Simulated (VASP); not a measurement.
Input of a VASP 6.6.1 run:

Contents of INCAR:

```
ALGO = Fast ; EDIFF = 1E-7
EDIFFG = -0.01 ; ENCUT = 600
GGA = PE ; IBRION = 2
ISIF = 2 ; ISMEAR = 1
IVDW = 12 ; LASPH = T
LCHARG = F ; LREAL = F
LWAVE = F ; NELM = 80
NSW = 40 ; PREC = Accurate
SIGMA = 0.1
```

KPOINTS

```
k-points
0
Gamma
  16 16 16
```

File POSCAR:

```
Si                                      
1.0
    0.0000000000      1.9215154216      1.9215154216
    1.9215154216      0.0000000000      1.9215154216
    1.9215154216      1.9215154216      0.0000000000
  Si            
     1
Direct
     0.0000000000000000    0.0000000000000000    0.0000000000000000
```

Potentials or basis: VASP PAW PBE potentials, release 64 (Si).

The run is started by

```sh
$ cat potpaw_PBE.64/Si/POTCAR > POTCAR
$ mpirun -np 1 vasp_std > vasp.out
```

Problem. What does it give for the band gap on the k mesh?

Solution. None (metal or under the smearing width).

Problem. Estimate the dispersion energy per atom.

Solution. -0.437 eV.

Final structure:
```yaml
crystal:
  lattice:
    - [0.00000, 1.92152, 1.92152]
    - [1.92152, 0.00000, 1.92152]
    - [1.92152, 1.92152, 0.00000]
  atoms:
    - { symbol: Si, position: [0.00000, 0.00000, 0.00000] }
```

Caveat: the relaxation stopped at its first step, so nothing moved.
